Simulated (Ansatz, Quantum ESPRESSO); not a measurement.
# Bi and spin-orbit coupling, program beside program

```cif
data_structure
_symmetry_space_group_name_H-M 'C2/m'
_symmetry_Int_Tables_number 12
_cell_length_a 6.9772
_cell_length_b 6.2652
_cell_length_c 3.3589
_cell_angle_alpha 90.000
_cell_angle_beta 112.036
_cell_angle_gamma 90.000
_cell_volume 136.10
loop_
_atom_site_label
_atom_site_type_symbol
_atom_site_symmetry_multiplicity
_atom_site_Wyckoff_symbol
_atom_site_fract_x
_atom_site_fract_y
_atom_site_fract_z
_atom_site_occupancy
Bi1 Bi 4 i 0.25306 0.50000 0.85738 1
```

This isn't the form of Bi at room conditions, which is rhombohedral.

Kept alike: task band structure; functional PBEsol; k mesh 6 × 6 × 9; occupations fermi-dirac, width 0.05 eV. The mesh is that of the run's cell of 2 atoms.

- A: Ansatz, Ansatz PAW, made for PBE, cutoff 420 eV
- B: Quantum ESPRESSO; PseudoDojo 0.4.1 SR PBEsol standard (False); PseudoDojo 0.4 FR PBEsol standard (True), cutoff 898 eV

| spin-orbit coupling | A: pressure (GPa) | B: pressure (GPa) |
| --- | --- | --- |
| off | -2.46 | -2.46 |
| on | -1.24 | -1.16 |

Pressure is positive in compression; plane-wave values hold the error of the finite cutoff, which Ansatz corrects. Values on potentials made for another functional: all of A. For a metal such a mesh leaves the last digits unconverged.

Question: How large is the effect of spin-orbit coupling, and do the programs agree on it?

Answer: From off to on the pressure moves by +1.22 in A, +1.30 in B (GPa). Row by row the programs differ by 0.00 to 0.08, and over this span the shifts, as printed, agree within about 6 %.
